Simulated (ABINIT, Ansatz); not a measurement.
**Quasiparticle gap of SiC (P6_3mc) in ABINIT**

How does a plane-wave GW calculation on SiC (P6_3mc) run from the first input to the gap?

Main program and level: ABINIT 10.8.3; PBE and many-body steps on it, plane waves.

**What was measured.**

- Gap 3.26 eV: band gap at cryogenic temperature; bulk crystal (literature value) (quoted in “Silicon carbide diodes for neutron detection”, 2020, arxiv:2009.14696).

- Gap 3.2 eV: experimental band gap quoted from earlier work; bulk crystal (quoted in “Local vibrational modes of Si vacancy spin qubits in SiC”, 2020, arxiv:2002.00067).

- Gap 3.285 eV: band gap at low temperature, quoted from earlier experiments; bulk crystal (quoted in “Excitation properties of the divacancy in 4H-SiC”, 2018, arxiv:1804.01167).

This is a report of a sequence of runs, with most program output left out.

## 1. The starting structure

It takes space group P6_3mc (No. 186, hexagonal). The conventional cell has a = 3.076 Å, b = 3.076 Å, c = 10.071 Å, α = 90.00°, β = 90.00°, γ = 120.00°. Si has 4 C at 1.88 to 1.89 Å nearest. Nearest to Si lie 4 C at 1.88 to 1.89 Å. Nearest to C lie 4 Si at 1.88 to 1.89 Å. Nearest to C lie 4 Si at 1.88 to 1.89 Å. Farther neighbours are not listed.

The cell and positions are those that the Materials Project relaxed with its own functionals (PBE, PBE+U or r2SCAN), kept fixed.

## 2. Ground state

This step: ABINIT 10.8.3; DFT, PBE, plane waves, norm-conserving pseudopotentials.

The ground-state density comes first.

File run.abi:

```
acell 3*1.0 Angstrom
rprim 
  3.075694149693 -0.000000000023 0.000000000000
  -1.537847074826 2.663629267917 0.000000000000
  0.000000000000 0.000000000000 10.070646480000
ntypat 2
znucl 14 6
natom 8
typat 1 1 1 1 2 2 2 2
xred 
  0.666666666667 0.333333333333 0.937841980000
  0.333333333333 0.666666666667 0.437841980000
  0.000000000000 0.000000000000 0.687894380000
  0.000000000000 0.000000000000 0.187894380000
  0.666666666667 0.333333333333 0.749802590000
  0.333333333333 0.666666666667 0.249802590000
  0.000000000000 0.000000000000 0.500460050000
  0.000000000000 0.000000000000 0.000460050000
pp_dirpath "pseudos"
pseudos "Si.upf, C.upf"
ecut 37
ngkpt 6 6 2
nshiftk 1
shiftk 0 0 0
kptopt 1
chksymbreak 0
nband 24
occopt 1
tolvrs 1e-10
nstep 60
prtwf 0
optforces 0
optstress 0
indata_prefix "in"
outdata_prefix "out"
tmpdata_prefix "tmp"
```

Run with:

```sh
$ OMP_NUM_THREADS=1 mpirun -n 4 abinit run.abi > log
```

Elapsed: 20 s, on 4 MPI ranks of Arm Neoverse V1, shared host; peak memory 0.36 GiB; 80 s of CPU time.

Numbers from this step:

| Quantity | Value |
| --- | --- |
| total energy | -1117.8023 eV |
| gap | 2.228 eV |
| k of the valence top | 0, 0, 0 |
| k of the conduction bottom | 0.5, 0, 0 |
| least direct gap | 3.353 eV |

The gap is indirect, with the least direct gap 1.13 eV higher.

## 3. Bands along the symmetry lines

The cheap functional maps the bands first; the places of the edges decide which points the dearer methods must see.

Edit run.abi of step 2 so:

```diff
@@ -21,14 +21,53 @@
 ecut 37
-ngkpt 6 6 2
-nshiftk 1
-shiftk 0 0 0
-kptopt 1
-chksymbreak 0
-nband 24
-occopt 1
-tolvrs 1e-10
-nstep 60
+iscf -2
+irdden 1
+kptopt 0
+nkpt 39
+kpt 
+  0.00000000 0.00000000 0.00000000
+  0.12500000 0.00000000 0.00000000
+  0.25000000 0.00000000 0.00000000
+  0.37500000 0.00000000 0.00000000
+  0.50000000 0.00000000 0.00000000
+  0.45833333 0.08333333 0.00000000
+  0.41666666 0.16666666 0.00000000
+  0.37500000 0.25000000 0.00000000
+  0.33333333 0.33333333 0.00000000
+  0.25000000 0.25000000 0.00000000
+  0.16666666 0.16666666 0.00000000
+  0.08333333 0.08333333 0.00000000
+  0.00000000 0.00000000 0.00000000
+  0.00000000 0.00000000 0.12500000
+  0.00000000 0.00000000 0.25000000
+  0.00000000 0.00000000 0.37500000
+  0.00000000 0.00000000 0.50000000
+  0.12500000 0.00000000 0.50000000
+  0.25000000 0.00000000 0.50000000
+  0.37500000 0.00000000 0.50000000
+  0.50000000 0.00000000 0.50000000
+  0.45833333 0.08333333 0.50000000
+  0.41666666 0.16666666 0.50000000
+  0.37500000 0.25000000 0.50000000
+  0.33333333 0.33333333 0.50000000
+  0.25000000 0.25000000 0.50000000
+  0.16666666 0.16666666 0.50000000
+  0.08333333 0.08333333 0.50000000
+  0.00000000 0.00000000 0.50000000
+  0.50000000 0.00000000 0.50000000
+  0.50000000 0.00000000 0.37500000
+  0.50000000 0.00000000 0.25000000
+  0.50000000 0.00000000 0.12500000
+  0.50000000 0.00000000 0.00000000
+  0.33333333 0.33333333 0.50000000
+  0.33333333 0.33333333 0.37500000
+  0.33333333 0.33333333 0.25000000
+  0.33333333 0.33333333 0.12500000
+  0.33333333 0.33333333 0.00000000
+istwfk *1
+nband 23
+nbdbuf 2
+tolwfr 1e-08
+nstep 40
 prtwf 0
-optforces 0
-optstress 0
+prtvol 0
 indata_prefix "in"
```

Elapsed: 31 s, on 4 MPI ranks; peak memory 0.35 GiB; 2.1 min of CPU time.

Numbers from this step:

```
gap                        : 2.228 eV
k of the valence top       : 0, 0, 0
k of the conduction bottom : 0.5, 0, 0
least direct gap           : 3.353 eV
```

The gap is 2.228 eV, as in the run before at this level.

The electronic bands at the labelled points (eV, zero at the top of the highest filled band):

| point | band 13 | band 14 | band 15 | band 16 | band 17 | band 18 | band 19 | band 20 |
| --- | --- | --- | --- | --- | --- | --- | --- | --- |
| Γ | -0.58 | -0.05 | 0.00 | 0.00 | 5.11 | 5.69 | 6.31 | 6.34 |
| halfway | -1.67 | -1.63 | -0.84 | -0.55 | 3.79 | 4.30 | 5.08 | 6.14 |
| M | -2.37 | -2.23 | -1.58 | -1.13 | 2.23 | 2.36 | 4.24 | 4.76 |
| halfway | -3.20 | -2.57 | -1.93 | -1.85 | 3.15 | 3.99 | 4.73 | 6.09 |
| K | -4.00 | -2.88 | -2.88 | -1.68 | 3.98 | 3.98 | 5.20 | 5.60 |
| halfway | -2.51 | -2.08 | -1.56 | -0.93 | 4.70 | 4.93 | 5.30 | 6.34 |
| Γ | -0.58 | -0.05 | 0.00 | 0.00 | 5.11 | 5.69 | 6.31 | 6.34 |
| halfway | -0.41 | -0.41 | -0.06 | -0.06 | 5.17 | 5.54 | 6.52 | 6.58 |
| A | -0.21 | -0.21 | -0.21 | -0.21 | 5.32 | 5.32 | 6.78 | 6.78 |
| halfway | -1.28 | -1.28 | -0.92 | -0.92 | 3.96 | 3.96 | 5.58 | 5.58 |
| L | -2.51 | -2.51 | -1.56 | -1.56 | 2.64 | 2.64 | 4.22 | 4.22 |
| halfway | -3.23 | -3.23 | -2.04 | -2.04 | 3.53 | 3.53 | 5.51 | 5.51 |
| H | -2.76 | -2.76 | -2.46 | -2.46 | 3.25 | 3.25 | 6.69 | 6.69 |
| halfway | -2.15 | -2.15 | -1.04 | -1.04 | 4.96 | 4.96 | 5.53 | 5.53 |
| A | -0.21 | -0.21 | -0.21 | -0.21 | 5.32 | 5.32 | 6.78 | 6.78 |
| jump to L | -2.51 | -2.51 | -1.56 | -1.56 | 2.64 | 2.64 | 4.22 | 4.22 |
| halfway | -2.49 | -1.97 | -1.89 | -1.24 | 2.47 | 2.47 | 4.03 | 4.79 |
| M | -2.37 | -2.23 | -1.58 | -1.13 | 2.23 | 2.36 | 4.24 | 4.76 |
| jump to H | -2.76 | -2.76 | -2.46 | -2.46 | 3.25 | 3.25 | 6.69 | 6.69 |
| halfway | -3.58 | -2.65 | -2.65 | -2.00 | 3.55 | 3.55 | 5.62 | 6.19 |
| K | -4.00 | -2.88 | -2.88 | -1.68 | 3.98 | 3.98 | 5.20 | 5.60 |

## 4. Empty states on the mesh, 3×3×2 mesh, 358 bands

The sums over transitions need many empty states on a uniform mesh; this step solves for them.

File run.abi:

```
acell 3*1.0 Angstrom
rprim 
  3.075694149693 -0.000000000023 0.000000000000
  -1.537847074826 2.663629267917 0.000000000000
  0.000000000000 0.000000000000 10.070646480000
ntypat 2
znucl 14 6
natom 8
typat 1 1 1 1 2 2 2 2
xred 
  0.666666666667 0.333333333333 0.937841980000
  0.333333333333 0.666666666667 0.437841980000
  0.000000000000 0.000000000000 0.687894380000
  0.000000000000 0.000000000000 0.187894380000
  0.666666666667 0.333333333333 0.749802590000
  0.333333333333 0.666666666667 0.249802590000
  0.000000000000 0.000000000000 0.500460050000
  0.000000000000 0.000000000000 0.000460050000
pp_dirpath "pseudos"
pseudos "Si.upf, C.upf"
ecut 37
ngkpt 3 3 2
nshiftk 1
shiftk 0 0 0
kptopt 1
chksymbreak 0
iscf -2
irdden 1
istwfk *1
nband 358
nbdbuf 32
tolwfr 1e-09
nstep 60
prtvol 0
indata_prefix "in"
outdata_prefix "out"
tmpdata_prefix "tmp"
```

Elapsed: 4.6 min, on 4 MPI ranks; peak memory 0.5 GiB.

This step gave:

- gap: 3.011 eV
- k of the valence top: 0, 0, 0
- k of the conduction bottom: 0.3333, 0, 0
- least direct gap: 3.856 eV
- k points computed: 6
- lowest point of the top converged band, above the valence top: 124.3914 eV

On this mesh the gap is 3.011 eV. The earlier step found 2.228 eV, so this mesh misses an edge.

## 5. Screening, 3×3×2 mesh, 326 bands, screening to 217.7 eV

The RPA dielectric matrix is built and inverted for each q.

This step: RPA screening on PBE, plane waves, norm-conserving pseudopotentials.

Edit run.abi of step 4 so:

```diff
@@ -26,10 +26,11 @@
 chksymbreak 0
-iscf -2
-irdden 1
 istwfk *1
-nband 358
-nbdbuf 32
-tolwfr 1e-09
-nstep 60
-prtvol 0
+occopt 1
+irdwfk 1
+optdriver 3
+nband 326
+ecuteps 8
+inclvkb 2
+awtr 1
+symchi 1
 indata_prefix "in"
```

Wall time 2.5 min (4 MPI ranks); peak memory 2.3 GiB.

This step gave:

* ε∞ with local fields, on this mesh, along the program's q direction: 9.484
* the same without local fields: 10.38
* plasma frequency: 23.13 eV
* plane waves in the screening matrix: 613

Local fields lower ε∞ by 9 %. On a Γ-centred mesh this coarse the value itself is usually too large, while a short band sum pulls it down.

## 6. Self-energy, 3×3×2 mesh, 326 bands, screening to 217.7 eV

The self-energy is evaluated for the states that the input lists, and the levels follow from it, in one-shot runs by the linearised quasiparticle equation.

This step: G0W0 on PBE, plane waves, norm-conserving pseudopotentials.

Edit run.abi of step 5 so:

```diff
@@ -29,8 +29,17 @@
 irdwfk 1
-optdriver 3
+optdriver 4
 nband 326
+gwcalctyp 0
+ecutsigx 37
+symsigma 1
+nkptgw 2
+kptgw 
+  0.0000000000 0.0000000000 0.0000000000
+  0.3333333333 0.0000000000 0.0000000000
+bdgw 
+  15 18
+  15 18
 ecuteps 8
-inclvkb 2
-awtr 1
-symchi 1
+irdscr 1
+ppmodel 1
 indata_prefix "in"
```

Elapsed: 1.8 min, on 4 MPI ranks; peak memory 2.5 GiB.

Numbers from this step:

```yaml
g0w0_gap_on_the_points_computed: 3.750 eV
starting_gap_on_the_mesh: 3.011 eV
k_of_the_valence_top: 0, 0, 0
k_of_the_conduction_bottom: 0.3333, 0, 0
z_at_the_valence_top: 0.802
z_at_the_conduction_bottom: 0.828
least_direct_g0w0_gap_on_the_computed_points: 4.697 eV
```

The gap on the mesh goes from 3.01 eV to 3.75 eV, a correction of +0.74 eV. The start differs from the 2.23 eV found before because the two sample other k points.

Limits: finite bands, cutoff and mesh; coarse k mesh. v1 is the top filled band, c1 the lowest empty one. Levels before and after the correction, in eV, zero at the valence-band top of each column:

|  | conduction bottom | valence top |
| --- | --- | --- |
| Kohn-Sham | 3.01 | 0.00 |
| G0W0 | 3.75 | 0.00 |

```
                    level  energy (eV)
Kohn-Sham         Γ v2-v1        0.000
Kohn-Sham            Γ c1        5.111
Kohn-Sham            Γ c2        5.690
Kohn-Sham  (0.333 0 0) v2       -1.372
Kohn-Sham  (0.333 0 0) v1       -0.845
Kohn-Sham  (0.333 0 0) c1        3.011
Kohn-Sham  (0.333 0 0) c2        3.247
     G0W0         Γ v2-v1        0.000
     G0W0            Γ c1        5.989
     G0W0            Γ c2        6.559
     G0W0  (0.333 0 0) v2       -1.443
     G0W0  (0.333 0 0) v1       -0.947
     G0W0  (0.333 0 0) c1        3.750
     G0W0  (0.333 0 0) c2        3.986
```

## 7. Where the time went

Times are wall times on 4 MPI ranks of Arm Neoverse V1, shared host, good to a factor of about two.

```
                          step     time  share  memory (GiB)
                  ground state     20 s    3 %          0.36
bands along the symmetry lines     31 s    5 %          0.35
      empty states on the mesh  4.6 min   47 %           0.5
                     screening  2.5 min   26 %           2.3
                   self-energy  1.8 min   18 %           2.5
```

## 8. Summary of results

```json
{"PBE gap": "2.23 eV, indirect", "G0W0 gap on the mesh": "3.75 eV", "G0W0 gap over the zone (rigid shift)": "2.97 eV", "GW settings": "3×3×2 mesh, 326 bands, screening to 217.7 eV, Godby-Needs plasmon pole", "known limits": "not at the basis limit; coarse k mesh"}
```

**Reading.** G0W0 moves the gap on the mesh from 3.01 eV to 3.75 eV (+0.74 eV), with Z of 0.80 and 0.83 at the edges. The mesh misses the band edges by 0.78 eV in all; a rigid shift gives 2.97 eV for the zone. Local fields lower the RPA ε∞ on this mesh from 10.38 to 9.48; a Γ-centred mesh this coarse tends to raise both, most where the direct gap is narrow, while a short band sum lowers them. Only 2 of the mesh's irreducible points were corrected, so a valley elsewhere could overtake. The dearest step here is «empty states on the mesh». Against experiment, by G0W0@PBE: the gap of 2.97 eV lies −0.29 eV from the measured 3.26 eV (kind not stated, quoted 2020); the gap of 2.97 eV lies −0.23 eV from the measured 3.2 eV (kind not stated, quoted 2020); the gap of 2.97 eV lies −0.32 eV from the measured 3.285 eV (kind not stated, quoted 2018). The calculation has static nuclei and no excitons; a measured gap holds zero-point and thermal motion, which mostly lowers it. Bands and cutoff are finite, so the gap is not at the basis limit. The miss can reach some tenths of an eV and take either sign; the mesh is an error of its own. In the G0W0 run levels were corrected at 2 k points alone, so a gap called «on the mesh» is the least over those, and an edge elsewhere would be missed. A denser mesh or path gives a starting gap of 2.23 eV: the GW mesh misses a band edge, so its gaps are not the fundamental one. The 3×3×2 mesh is coarse for this cell, which bears on the long-range parts of exchange and screening.

[Paths, hosts, dates, memory and timing lines, banners, echoed tables and standing remarks are left out of the program output.]

[Logs are printed without paths, hosts, clocks, repeated set-up lines and the standing remarks that a program may print on its own settings, such as how far it seeks lower states.]

[Runs of the session that timed out or met a known fault of the program may be left out.]

[Hosts, paths, dates, database ids (printed as entryN), source tags and the programs' standing remarks are cut or masked in the printed files.]

[G0W0 gaps are taken among the corrected bands and points alone; a level outside them can change the order at an edge.]

[Where Ansatz stands beside ABINIT at settings called matched, ABINIT's density can come from a denser mesh and the files from another edition; pairs whose starting gaps differed by over 0.03 eV were left out, so agreement reads better than it is.]
